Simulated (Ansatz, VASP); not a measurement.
**GaP: VASP beside Ansatz**

```xyz
2
Lattice="0.0000 2.6281 2.7254 2.7254 0.0000 2.7254 2.7254 2.6281 0.0000" Properties=species:S:1:pos:R:3 pbc="T T T"
Ga    0.0000    0.0000    0.0000
P     1.3627    1.3141    1.3627
```

Change from the starting cell: uniaxial_y strain -3.6%.

Alike in both runs: task single point; functional r2SCAN; k mesh 8 × 8 × 8; no spin polarisation.

```csv
,VASP,Ansatz
version,VASP 6.6.1,Ansatz 0.2.0
potentials or method,"VASP PAW PBE potentials, release 64 (Ga_d, P)","plane waves, PAW"
plane-wave cutoff (eV),520,500
occupations,"gaussian, width 0.01 eV",fixed
valence electrons in the cell,18,18
```

```tsv
	VASP	Ansatz	Ansatz less VASP
gap on the k mesh at the Fermi level (eV)	1.47	1.46	-0.007
pressure (GPa)	3.4	3.5	+0.05
largest component of the traceless stress (GPa)	1.86	1.86	0.000
```

Caveats: the PAW data sets were made with another functional, which shifts forces and pressure a little (VASP). A k mesh can miss the band edges.
